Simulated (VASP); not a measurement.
# SnSe2 (P-3m1) in VASP: a series of runs

The runs below take SnSe2 through single point, with LDA.

Program: VASP 6.6.1. These are calculated values, not measurements. Logs are shortened: lines on timing, memory, paths and dates and some standing lists are left out, and cuts for length are marked.

### 1 The structure

The structure is trigonal, space group P-3m1 (No. 164). The conventional cell has a = 3.811 Å, b = 3.811 Å, c = 6.136 Å, α = 90.00°, β = 90.00°, γ = 120.00°. Sn (site symmetry -3m) is surrounded by 6 Se at 2.68 Å. Se (site symmetry 3m) is surrounded by 3 Sn at 2.68 Å.

### 2 Single point, LDA

INCAR

```
SYSTEM = SnSe2
PREC     = Accurate       ! precision mode
ENCUT    = 400            ! plane-wave cutoff, eV
EDIFF    = 1E-7           ! SCF threshold, eV
ISMEAR   = 0              ! smearing method
SIGMA    = 0.05           ! smearing width, eV
LREAL    = .False.        ! projectors in reciprocal space
LASPH    = .True.         ! aspherical terms in the spheres
NELM     = 100            ! most SCF steps
ALGO     = Normal         ! electronic algorithm
ISIF     = 2              ! what is computed and relaxed
LWAVE    = .False.        ! write WAVECAR
LCHARG   = .False.        ! write CHGCAR
NBANDS   = 20             ! bands
ADDGRID  = .False.
```

KPOINTS

```
regular mesh
0
Gamma
  5 5 3
  0 0 0
```

POSCAR

```
SnSe2
1.0
    3.8110000000      0.0000000000      0.0000000000
   -1.9055000000      3.3004228138      0.0000000000
    0.0000000000      0.0000000000      6.1360000000
Sn Se
1 2
Direct
    0.0000000000      0.0000000000      0.0000000000
    0.6666666667      0.3333333333      0.7510000000
    0.3333333333      0.6666666667      0.2490000000
```

Potentials or basis: VASP PAW LDA potentials, release 64 (Sn_d, Se).

On the command line:

```
$ cat potpaw_LDA.64/Sn_d/POTCAR potpaw_LDA.64/Se/POTCAR > POTCAR
$ mpirun -np 1 vasp_std > vasp.out
```

OUTCAR:

```text
SYSTEM = SnSe2
   PREC = Accurate
   ENCUT = 400
   EDIFF = 1E-7
   ISMEAR = 0
   LREAL = .False.
   LASPH = .True.
   NELM = 100
   ISIF = 2

 Found     12 irreducible k-points:

 Following reciprocal coordinates:
            Coordinates               Weight
  0.000000  0.000000  0.000000      1.000000
  0.200000 -0.000000  0.000000      6.000000
  0.400000 -0.000000  0.000000      6.000000
  0.200000  0.200000  0.000000      6.000000
  0.400000  0.200000  0.000000      6.000000
  0.000000  0.000000  0.333333      2.000000
   k-points           NKPTS =     12   k-points in BZ     NKDIM =     12   number of bands    NBANDS=     20
   number of dos      NEDOS =    301   number of ions     NIONS =      3
   total plane-waves  NPLWV =  31360
   dimension x,y,z NGX =    28 NGY =   28 NGZ =   40
   dimension x,y,z NGXF=    56 NGYF=   56 NGZF=   80
   ions per type =               1   2
   NGX,Y,Z   is equivalent  to a cutoff of  12.21, 12.21, 10.84 a.u.
   NGXF,Y,Z  is equivalent  to a cutoff of  24.43, 24.43, 21.67 a.u.
 SYSTEM =  SnSe2
   PREC   = accura    normal or accurate (medium, high low for compatibility)
   ISTART =      0    job   : 0-new  1-cont  2-samecut
   ICHARG =      2    charge: 1-file 2-atom 10-const
   ISPIN  =      1    spin polarized calculation?
   LNONCOLLINEAR =      F non collinear calculations
   LSORBIT =      F    spin-orbit coupling
   LASPH  =      T    aspherical Exc in radial PAW
   ENCUT  =  400.0 eV  29.40 Ry    5.42 a.u.   6.21  6.21 10.01*2*pi/ulx,y,z
   NELM   =    100;   NELMIN=  2; NELMDL= -5     # of ELM steps
   EDIFF  = 0.1E-06   stopping-criterion for ELM
   LREAL  =      F    real-space projection
   EDIFFG = 0.1E-05   stopping-criterion for IOM
   NSW    =      0    number of steps for IOM
   IBRION =     -1    ionic relax: 0-MD 1-quasi-New 2-CG
   NFREE  =      0    steps in history (QN), initial steepest desc. (CG)
   ISIF   =      2    stress and relaxation
   ISYM   =      2    0-nonsym 1-usesym 2-fastsym
   POTIM  = 0.5000    time-step for ionic-motion
   TEBEG  =    0.0;   TEEND  =   0.0 temperature during run
   PSTRESS=    0.0 pullay stress
   NELECT =      26.0000    total number of electrons
   NUPDOWN=      -1.0000    fix difference up-down
   EMIN   =  10.00;   EMAX   =-10.00  energy-range for DOS
   EFERMI =   0.00;   METHOD = LEGACY
   ISMEAR =     0;   SIGMA  =   0.05  broadening in eV -4-tet -1-fermi 0-gaus
   EFERMI_NEDOS =   21; number of points for ismear=-14 and -15
   IALGO  =     38    algorithm
   IMIX   =      4    mixing-type and parameters
     AMIX     =   0.40;   BMIX     =  1.00
     AMIX_MAG =   1.60;   BMIX_MAG =  1.00
  volume/ion in A,a.u.               =      25.73       173.61
  Fermi-wavevector in a.u.,A,eV,Ry     =   1.139116  2.152617 17.654722  1.297585
  Thomas-Fermi vector in A             =   2.275820
   LORBIT       =      0    0 simple, 1 ext, 2 COOP (PROOUT), +10 PAW based schemes
   GGA     = CA    functional components
   LHFCALC =     F    Hartree Fock is set to
   AEXX    =    0.0000 exact exchange contribution
   IVDW    =     0    specifies the selected vdW correction
   LEPSILON=     F    determine dielectric tensor
   LRPA    =     F    only Hartree local field effects (RPA)
 non-spin polarized calculation
 Gauss-broadening in eV      SIGMA  =   0.05
  energy-cutoff  :      400.00
  volume of cell :       77.18
 maximum number of plane-waves:      1418
 NGX is ok and might be reduce to    28
   NGX = 13   NGY = 13   NGZ = 21

 number of electron      26.0000012 magnetization

 Free energy of the ion-electron system (eV)
  ---------------------------------------------------
  ext. energy  EPLUGINS =         0.00000000
  ---------------------------------------------------
  free energy    TOTEN  =       -13.71558332 eV

  energy without entropy =      -13.71558332  energy(sigma->0) =      -13.71558332

 E-fermi :   4.3856     XC(G=0):  -9.7781

 val. band max:        4.1062731364   @ k =   0.0000   0.0000   0.0000
 cond. band min:       4.7672077253   @ k =   0.0000   0.4000   0.3333
 fundamental gap:      0.6609345889
 Fermi energy:         4.3855762859

 k-point     1 :       0.0000    0.0000    0.0000
  band No.  band energies     occupation
      1     -17.0934      2.00000
      2     -17.0934      2.00000
      3     -17.0525      2.00000
      4     -17.0367      2.00000
      5     -17.0367      2.00000
      6      -9.9352      2.00000
      7      -8.1401      2.00000
      8      -2.0400      2.00000
      9       3.3949      2.00000
     10       3.3949      2.00000
     11       3.7239      2.00000
     12       3.7239      2.00000
     13       4.1063      2.00000
     14       4.9985      0.00000
     15       6.8920      0.00000
     16       8.6337      0.00000
     17       8.6337      0.00000
     18      12.1337      0.00000
     19      13.0356      0.00000
     20      13.0356      0.00000

 k-point     2 :       0.2000   -0.0000    0.0000
  band No.  band energies     occupation
      1     -17.1138      2.00000
      2     -17.0824      2.00000
      3     -17.0474      2.00000
      4     -17.0379      2.00000
      5     -17.0320      2.00000
      6      -9.5396      2.00000
      7      -7.9013      2.00000
      8      -2.0572      2.00000
      9       0.9500      2.00000
     10       2.1779      2.00000
     11       2.3706      2.00000
     12       4.0057      2.00000
     13       4.0207      2.00000
     14       6.2749      0.00000
     15       7.7174      0.00000
     16       9.1931      0.00000
     17       9.2547      0.00000
     18      10.9561      0.00000
     19      12.1055      0.00000
     20      13.3968      0.00000

 k-point     3 :       0.4000   -0.0000    0.0000
  band No.  band energies     occupation
      1     -17.1501      2.00000
      2     -17.0743      2.00000
      3     -17.0582      2.00000
      4     -17.0174      2.00000
      5     -17.0143      2.00000
      6      -8.5659      2.00000
      7      -7.6361      2.00000
      8      -2.9558      2.00000
      9      -0.2511      2.00000
     10       1.0964      2.00000
     11       1.5176      2.00000
     12       3.1778      2.00000
     13       3.8463      2.00000
     14       5.2868      0.00000
     15       7.8274      0.00000
     16       9.5052      0.00000
     17       9.5658      0.00000
     18      11.0540      0.00000
     19      13.4800      0.00000
     20      14.1812      0.00000

 k-point     4 :       0.2000    0.2000    0.0000
  band No.  band energies     occupation
      1     -17.1309      2.00000
      2     -17.0859      2.00000
      3     -17.0469      2.00000
      4     -17.0356      2.00000
      5     -17.0153      2.00000
      6      -8.8332      2.00000
      7      -7.6270      2.00000
      8      -2.6281      2.00000
      9       0.2574      2.00000
     10       0.5025      2.00000
     11       2.2541      2.00000
     12       2.4801      2.00000
     13       3.7436      2.00000
     14       6.0224      0.00000
     15       9.2777      0.00000
     16       9.6133      0.00000
     17       9.9332      0.00000
     18      10.7428      0.00000
     19      11.0373      0.00000
     20      14.0432      0.00000

 k-point     5 :       0.4000    0.2000    0.0000
  band No.  band energies     occupation
      1     -17.1383      2.00000
      2     -17.0930      2.00000
      3     -17.0479      2.00000
      4     -17.0204      2.00000
      5     -17.0159      2.00000
      6      -8.0520      2.00000
      7      -7.6694      2.00000
      8      -3.3645      2.00000
      9      -0.0707      2.00000
     10       0.6131      2.00000
     11       1.1703      2.00000
     12       2.6003      2.00000
     13       2.8305      2.00000
     14       5.5507      0.00000
     15       9.5759      0.00000
     16       9.7217      0.00000
     17      10.6554      0.00000
     18      11.1999      0.00000
     19      12.9386      0.00000
     20      13.7057      0.00000

 k-point     6 :       0.0000    0.0000    0.3333
  band No.  band energies     occupation
      1     -17.0934      2.00000
      2     -17.0934      2.00000
      3     -17.0524      2.00000
      4     -17.0367      2.00000
      5     -17.0367      2.00000
      6      -9.8125      2.00000
      7      -8.3927      2.00000
      8      -1.3934      2.00000
      9       2.4470      2.00000
     10       3.3228      2.00000
     11       3.3228      2.00000
     12       3.8454      2.00000
     13       3.8454      2.00000
     14       6.1818      0.00000
     15       6.8870      0.00000
     16       8.4254      0.00000
     17       8.4254      0.00000
     18      12.3155      0.00000
     19      12.5661      0.00000
     20      12.5713      0.00000

 [... further k-points ...]

------------------------ aborting loop because EDIFF is reached ----------------------------------------

  FORCE on cell =-STRESS in cart. coord.  units (eV):
  Direction    XX          YY          ZZ          XY          YZ          ZX
  --------------------------------------------------------------------------------------
  -------------------------------------------------------------------------------------
  Total        0.3064172      0.3064172      0.9285225      0.0000000      0.0000000      0.0000000
  in kB        6.3610644      6.3610644     19.2756552      0.0000000      0.0000000      0.0000000
  external PRESSURE =      10.6659280 kB  Pullay stress =       0.0000000 kB

 VOLUME and BASIS-vectors are now :
 -----------------------------------------------------------------------------
  energy-cutoff  :      400.00
  volume of cell :       77.18
      direct lattice vectors                 reciprocal lattice vectors
     3.811000000  0.000000000  0.000000000     0.262398321  0.151495741  0.000000000
    -1.905500000  3.300422814  0.000000000     0.000000000  0.302991482  0.000000000
     0.000000000  0.000000000  6.136000000     0.000000000  0.000000000  0.162972621

 POSITION                                       TOTAL-FORCE (eV/Angst)
 -----------------------------------------------------------------------------------
      0.00000      0.00000      0.00000         0.000000      0.000000      0.000000
      1.90550      1.10014      4.60814        -0.000000     -0.000000     -0.456932
     -0.00000      2.20028      1.52786         0.000000      0.000000      0.456932
 -----------------------------------------------------------------------------------
    total drift:                                0.000000      0.000000      0.000000

  FREE ENERGIE OF THE ION-ELECTRON SYSTEM (eV)
  ---------------------------------------------------
  free  energy   TOTEN  =       -13.7155833248 eV

  energy  without entropy=      -13.7155833248  energy(sigma->0) =      -13.71558332
```

Wall time 7.2 s (1 thread of Intel Xeon 6975P-C (Granite Rapids), shared host); peak memory 0.15 GiB.

These settings aren't checked as converged: the numbers below hold their error.

Results:

```
Free energy            : -13.7156 eV
Pressure               : 1.1 GPa
Largest force          : 0.457 eV/Å
Band gap on the k mesh : 0.66 eV, indirect (least direct gap 0.89 eV)
```

Caveat: spin-orbit coupling is left out, which moves the levels of the heavy elements; an odd mesh through Γ misses points on the zone boundary, where band edges often lie.

### 3 Single point, LDA

INCAR is that of step 2.

KPOINTS is that of step 2.

POSCAR

```
SnSe2
1.0
    3.8110000000      0.0000000000      0.0000000000
   -1.9055000000      3.3004228138      0.0000000000
    0.0000000000      0.0000000000      6.1360000000
Sn Se
1 2
Direct
    0.0255860000      0.0074750000      0.0043360000
    0.6613810000      0.3516810000      0.7467700000
    0.3595740000      0.6870860000      0.2661230000
```

Potentials or basis: VASP PAW LDA potentials, release 64 (Sn_d, Se).

On the command line:

```
$ cat potpaw_LDA.64/Sn_d/POTCAR potpaw_LDA.64/Se/POTCAR > POTCAR
$ mpirun -np 1 vasp_std > vasp.out
```

Wall time 19 s (1 thread of Intel Xeon 6975P-C (Granite Rapids), shared host); peak memory 0.17 GiB.

These settings aren't checked as converged: the numbers below hold their error.

Results:

```yaml
Free_energy: -13.7006 eV
Pressure: -1.1 GPa
Largest_force: 0.477 eV/Å
Band_gap_on_the_k_mesh: 0.41 eV, indirect (least direct gap 0.86 eV)
```

Caveat: spin-orbit coupling is left out, which moves the levels of the heavy elements; an odd mesh through Γ misses points on the zone boundary, where band edges often lie.

### 4 Single point, LDA

INCAR: that of step 3 with these lines changed.

```diff
@@ -2,3 +2,3 @@
 PREC     = Accurate       ! precision mode
-ENCUT    = 400            ! plane-wave cutoff, eV
+ENCUT    = 450            ! plane-wave cutoff, eV
 EDIFF    = 1E-7           ! SCF threshold, eV
```

KPOINTS is that of step 3.

POSCAR

```
SnSe2
1.0
    3.8110000000      0.0000000000      0.0000000000
   -1.9055000000      3.3004228138      0.0000000000
    0.0000000000      0.0000000000      6.1360000000
Sn Se
1 2
Direct
    0.0000000000      0.0000000000      0.0000000000
    0.6666666667      0.3333333333      0.7510000000
    0.3333333333      0.6666666667      0.2490000000
```

On the command line:

```
$ cat potpaw_LDA.64/Sn_d/POTCAR potpaw_LDA.64/Se/POTCAR > POTCAR
$ mpirun -np 1 vasp_std > vasp.out
```

Wall time 8.4 s (1 thread of Intel Xeon 6975P-C (Granite Rapids), shared host); peak memory 0.15 GiB.

The run converged, but some of its settings lie outside the range that counts as converged, so its numbers aren't taken as properties of the crystal.

Results:

| Property | Result |
| --- | --- |
| Free energy | -13.7160 eV |
| Pressure | 1.1 GPa |
| Largest force | 0.457 eV/Å |
| Band gap on the k mesh | 0.66 eV, indirect (least direct gap 0.89 eV) |

Caveat: spin-orbit coupling is left out, which moves the levels of the heavy elements; an odd mesh through Γ misses points on the zone boundary, where band edges often lie.

### 5 Single point, LDA

INCAR is that of step 4.

KPOINTS is that of step 4.

POSCAR

```
SnSe2
1.0
    3.8110000000      0.0000000000      0.0000000000
   -1.9055000000      3.3004228138      0.0000000000
    0.0000000000      0.0000000000      6.1360000000
Sn Se
1 2
Direct
    0.0255860000      0.0074750000      0.0043360000
    0.6613810000      0.3516810000      0.7467700000
    0.3595740000      0.6870860000      0.2661230000
```

Potentials or basis: VASP PAW LDA potentials, release 64 (Sn_d, Se).

On the command line:

```
$ cat potpaw_LDA.64/Sn_d/POTCAR potpaw_LDA.64/Se/POTCAR > POTCAR
$ mpirun -np 1 vasp_std > vasp.out
```

OUTCAR:

```text
SYSTEM = SnSe2
   PREC = Accurate
   ENCUT = 450
   EDIFF = 1E-7
   ISMEAR = 0
   LREAL = .False.
   LASPH = .True.
   NELM = 100
   ISIF = 2

 Found     38 irreducible k-points:

 Following reciprocal coordinates:
            Coordinates               Weight
  0.000000  0.000000  0.000000      1.000000
  0.200000 -0.000000  0.000000      2.000000
  0.000000  0.200000  0.000000      2.000000
 -0.200000  0.200000  0.000000      2.000000
  0.400000 -0.000000  0.000000      2.000000
  0.000000  0.400000  0.000000      2.000000
[... 217 lines left out ...]
  FORCE on cell =-STRESS in cart. coord.  units (eV):
  Direction    XX          YY          ZZ          XY          YZ          ZX
  --------------------------------------------------------------------------------------
  -------------------------------------------------------------------------------------
  Total       -0.3693160     -0.4005037     -0.7381089      0.0750737     -0.1033740     -0.5019833
  in kB       -7.6668128     -8.3142527    -15.3227650      1.5584909     -2.1459919    -10.4209183
  external PRESSURE =     -10.4346102 kB  Pullay stress =       0.0000000 kB

 VOLUME and BASIS-vectors are now :
 -----------------------------------------------------------------------------
  energy-cutoff  :      450.00
  volume of cell :       77.18
      direct lattice vectors                 reciprocal lattice vectors
     3.811000000  0.000000000  0.000000000     0.262398321  0.151495741  0.000000000
    -1.905500000  3.300422814  0.000000000     0.000000000  0.302991482  0.000000000
     0.000000000  0.000000000  6.136000000     0.000000000  0.000000000  0.162972621

 POSITION                                       TOTAL-FORCE (eV/Angst)
 -----------------------------------------------------------------------------------
      0.08326      0.02467      0.02661        -0.374640      0.111485      0.274035
      1.85039      1.16070      4.58218         0.388893     -0.023516      0.004023
      0.06109      2.26767      1.63293        -0.014253     -0.087969     -0.278058
 -----------------------------------------------------------------------------------
    total drift:                               -0.000095     -0.000175      0.000405

  FREE ENERGIE OF THE ION-ELECTRON SYSTEM (eV)
  ---------------------------------------------------
  free  energy   TOTEN  =       -13.7010442486 eV

  energy  without entropy=      -13.7010442486  energy(sigma->0) =      -13.70104425
```

stdout:

```text
POSCAR found type information on POSCAR SnSe
 POSCAR found :  2 types and       3 ions
 scaLAPACK will be used
 LDA part: xc-table for (Slater(with rela. corr.)+CA(PZ))
 , standard interpolation
 POSCAR, INCAR and KPOINTS ok, starting setup
 FFT: planning ... GRIDC
 FFT: planning ... GRID_SOFT
 FFT: planning ... GRID
 WAVECAR not read
 entering main loop
```

It took 21 s on 1 thread of Intel Xeon 6975P-C (Granite Rapids), shared host; peak memory 0.17 GiB.

The run converged, but some of its settings lie outside the range that counts as converged, so its numbers aren't taken as properties of the crystal.

What came out:

```yaml
Free_energy: -13.7010 eV
Pressure: -1.0 GPa
Largest_force: 0.477 eV/Å
Band_gap_on_the_k_mesh: 0.41 eV, indirect (least direct gap 0.86 eV)
```

Caveat: spin-orbit coupling is left out, which moves the levels of the heavy elements; an odd mesh through Γ misses points on the zone boundary, where band edges often lie.

### 6 Single point, LDA

INCAR: that of step 5 with these lines changed.

```diff
@@ -5,3 +5,3 @@
 ISMEAR   = 0              ! smearing method
-SIGMA    = 0.05           ! smearing width, eV
+SIGMA    = 0.5            ! smearing width, eV
 LREAL    = .False.        ! projectors in reciprocal space
```

KPOINTS is that of step 5.

POSCAR

```
SnSe2
1.0
    3.8110000000      0.0000000000      0.0000000000
   -1.9055000000      3.3004228138      0.0000000000
    0.0000000000      0.0000000000      6.1360000000
Sn Se
1 2
Direct
    0.0000000000      0.0000000000      0.0000000000
    0.6666666667      0.3333333333      0.7510000000
    0.3333333333      0.6666666667      0.2490000000
```

Potentials or basis: VASP PAW LDA potentials, release 64 (Sn_d, Se).

On the command line:

```
$ cat potpaw_LDA.64/Sn_d/POTCAR potpaw_LDA.64/Se/POTCAR > POTCAR
$ mpirun -np 1 vasp_std > vasp.out
```

Run time: 8.6 s. Hardware: 1 thread of Intel Xeon 6975P-C (Granite Rapids), shared host; peak memory 0.15 GiB.

The run converged, but some of its settings lie outside the range that counts as converged, so its numbers aren't taken as properties of the crystal.

Results:

| Property | Result |
| --- | --- |
| Free energy | -13.7339 eV |
| Pressure | 1.3 GPa |
| Largest force | 0.520 eV/Å |
| Band gap on the k mesh | 0.67 eV, indirect (least direct gap 0.90 eV) |

Caveat: spin-orbit coupling is left out, which moves the levels of the heavy elements; an odd mesh through Γ misses points on the zone boundary, where band edges often lie.

### 7 The reference run

An earlier run on the cell as given: functional PBEsol; potentials or basis VASP PAW PBE potentials, release 64 (Sn_d, Se); cutoff 520 eV; k mesh 8 × 8 × 5; occupations fermi-dirac, width 0.05 eV; no spin polarisation.

- Pressure: 2.6 GPa
- Largest force: 0.622 eV/Å
- Band gap on the k mesh: 0.73 eV, indirect (least direct gap 1.00 eV)
